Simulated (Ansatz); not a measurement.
System: FeO, 4 atoms in the cell.

Method: Ansatz, PBE+U, plane waves, PAW datasets (generated hard set).

Cutoff 700 eV; k-mesh 3×3×3 Γ-centred; Fermi–Dirac smearing of 0.15 eV; starting moments Fe1 3.4, Fe3 -3.4 μB; U(eff) = 4 eV on Fe d (Dudarev, default projectors).

```xyz
4
Lattice="-4.1410 0.2685 4.1492 -0.0178 2.0952 2.1911 -2.1131 2.0213 0.0917" Properties=species:S:1:pos:R:3:forces:R:3 pbc="T T T" pressure_GPa=52.41
Fe   -3.0327    3.6233    3.0013    0.1573    0.3560    0.7874
O    -5.0187    5.7956    5.3356   -0.8987   -0.8296   -0.5115
Fe   -5.0984    3.7760    5.1330    0.1272    0.2994    0.3999
O    -7.2747    5.8948    7.3237    0.6143    0.1742   -0.6757
```

Forces are in eV/Å.

```json
{
  "Largest force": "1.326 eV/Å on O2",
  "Smearing term TS": "0.1 meV/atom",
  "Net moment": "0.00 μB",
  "Gap on the mesh": "2.42 eV",
  "Valence electrons": "44",
  "Irreducible k-points": "14",
  "CPU time": "of the order of 40 core-seconds on a shared host"
}
```

The stress includes the program's correction for the finite plane-wave basis.

The k-mesh is coarse, so these values belong to this mesh and can lie far from the converged ones. A gap read on the mesh is an upper bound of this method's gap, since the mesh can miss a band edge. The cell is a model and need not be the structure known for this compound. With open shells the self-consistent state may not be the lowest one. Semilocal functionals give gaps that mostly lie well below measured ones.
